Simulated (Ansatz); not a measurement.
**SnO2: course of a relaxation**

These are results of DFT PBE, scalar-relativistic, plane waves, PAW (Ansatz 0.2.0), not measurements. (420 eV cutoff, 6×6×6 k-mesh, Gaussian smearing of 0.02 eV, no spin polarisation)

What was changed: relaxed at 2 GPa.

Command:

```bash
ansatz run input.yaml --threads 2 --pin off --max-ram 5120MiB --backend cpu --events-out ev --progress --plain --runs-dir out
```

Input:

```yaml
crystal:
  lattice:
    - [4.7588654451, 0.0, 0.0]
    - [0.0, 5.7872363242, 0.0]
    - [0.0, 0.0, 5.2719258665]
  atoms:
    - { symbol: Sn, position: [0.5, 0.6651682937, 0.75] }
    - { symbol: Sn, position: [0.0, 0.8348317063, 0.25] }
    - { symbol: Sn, position: [0.5, 0.3348317063, 0.25] }
    - { symbol: Sn, position: [0.0, 0.1651682937, 0.75] }
    - { symbol: O, position: [0.7301375846, 0.6070668392, 0.0781721762] }
    - { symbol: O, position: [0.2301375846, 0.8929331608, 0.9218278238] }
    - { symbol: O, position: [0.7698624154, 0.8929331608, 0.5781721762] }
    - { symbol: O, position: [0.2698624154, 0.6070668392, 0.4218278238] }
    - { symbol: O, position: [0.7301375846, 0.3929331608, 0.5781721762] }
    - { symbol: O, position: [0.2301375846, 0.1070668392, 0.4218278238] }
    - { symbol: O, position: [0.7698624154, 0.1070668392, 0.0781721762] }
    - { symbol: O, position: [0.2698624154, 0.3929331608, 0.9218278238] }
basis:
  ecutwfc: 420
kpoints:
  mp_grid: { grid: [6, 6, 6] }
hamiltonian:
  xc: pbe
scf:
  occupations: { method: gaussian, width: 0.02 }
output:
  forces: true
  stress: true
  eigenvalues: true
  write_density: true
  write_potential: true
  elf: true
  volumetric_format: npy
relax:
  adjacent_minimum: "off"
  f_tol: 0.008
  max_steps: 50
  cell: { stress_tol: 0.08, p_target: 2.0 }
```

F is the free energy. Steps run on the plane waves of an earlier cell, but the last one, and at times one on the way, on a freshly chosen basis, so a repeated geometry can differ a little in energy. The relaxation lowers the enthalpy F + PV at the target pressure, so F itself can rise.

Steps:

```csv
step,F − F(1) (eV),largest force component (eV/Å),V (Å³/atom),P (GPa)
1,0.0000,0.054,12.099,3.68
2,-0.0149,0.012,12.191,2.01
3,-0.0148,0.008,12.188,1.99
4,-0.0147,0.005,12.187,2.00
5,-0.0204,0.005,12.187,2.06
```

Relaxed structure:

```yaml
crystal:
  lattice:
    - [4.77037, 0.00000, 0.00000]
    - [0.00000, 5.79874, 0.00000]
    - [0.00000, 0.00000, 5.28665]
  atoms:
    - { symbol: Sn, position: [0.50000, 0.66591, 0.75000] }
    - { symbol: Sn, position: [0.00000, 0.83409, 0.25000] }
    - { symbol: Sn, position: [0.50000, 0.33409, 0.25000] }
    - { symbol: Sn, position: [0.00000, 0.16591, 0.75000] }
    - { symbol: O, position: [0.73095, 0.60612, 0.07780] }
    - { symbol: O, position: [0.23095, 0.89388, 0.92220] }
    - { symbol: O, position: [0.76905, 0.89388, 0.57780] }
    - { symbol: O, position: [0.26905, 0.60612, 0.42220] }
    - { symbol: O, position: [0.73095, 0.39388, 0.57780] }
    - { symbol: O, position: [0.23095, 0.10612, 0.42220] }
    - { symbol: O, position: [0.76905, 0.10612, 0.07780] }
    - { symbol: O, position: [0.26905, 0.39388, 0.92220] }
```

It takes space group Pbcn (No. 60, orthorhombic). Conventional cell: a = 4.770 Å, b = 5.799 Å, c = 5.287 Å, α = 90.00°, β = 90.00°, γ = 90.00°. Sn (site symmetry 2) is surrounded by 6 O at 2.06 to 2.13 Å. O (site symmetry 1) has 3 Sn at 2.06 to 2.13 Å as nearest neighbours.

The run converged. Time: 120 s on 2 threads of Intel(R) Xeon(R) Processor @ 2.70GHz (shared host), peak memory 0.76 GiB.